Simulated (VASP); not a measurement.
Write the native input for VASP 6.6.1 that does the following.

- Task: relaxation of cell and atoms
- Functional: PBE
- Potentials or basis: VASP PAW PBE potentials, release 64 (Mg)
- Cutoff: 600 eV
- k mesh: 16 × 16 × 16
- Occupations: gaussian, width 0.1 eV
- Spin: no spin polarisation
- Dipole correction: no
- Further INCAR settings: ALGO = Fast; EDIFF = 1e-07; IBRION = 2; EDIFFG = -0.005; NSW = 100; ISIF = 3

The structure of Mg lies in POSCAR:

```
Mg
1.0
   -1.7727644967      1.7727644967      1.7727644967
    1.7727644967     -1.7727644967      1.7727644967
    1.7727644967      1.7727644967     -1.7727644967
Mg
1
Direct
    0.0000000000      0.0000000000      0.0000000000
```

This isn't the form of Mg at room conditions, which is hcp.

One way to write it, as run:

INCAR

```
SYSTEM = Mg
ALGO = Fast
EDIFF = 1E-7
EDIFFG = -0.005
ENCUT = 600
GGA = PE
IBRION = 2
ISIF = 3
ISMEAR = 0
LASPH = .TRUE.
LCHARG = .FALSE.
LREAL = .FALSE.
LWAVE = .FALSE.
NELM = 60
NSW = 100
PREC = Accurate
SIGMA = 0.1
```

KPOINTS

```
k-points
0
G
  16 16 16
  0 0 0
```

Potentials or basis: VASP PAW PBE potentials, release 64 (Mg).

Run with:

```bash
$ cat potpaw_PBE.64/Mg/POTCAR > POTCAR
$ mpirun -np 1 vasp_std > vasp.out
```

Results of the run:

The relaxed volume is 22.87 Å³/atom, the relaxed cell is a = 3.097 Å, b = 3.097 Å, c = 3.097 Å, α = 109.47°, β = 109.47°, γ = 109.47° and the space group after relaxing (to 0.05 Å) is Im-3m (No. 229). The energy gained by relaxing is 1.7 meV/atom. The ionic steps are 3. The pressure after relaxing is 0.0 GPa and the band gap on the k mesh is none (metal or under the smearing width).

Wall time 41 s on 1 thread of AMD EPYC 7R43 64-Core Processor (Zen 3) (shared host), peak memory 0.14 GiB.
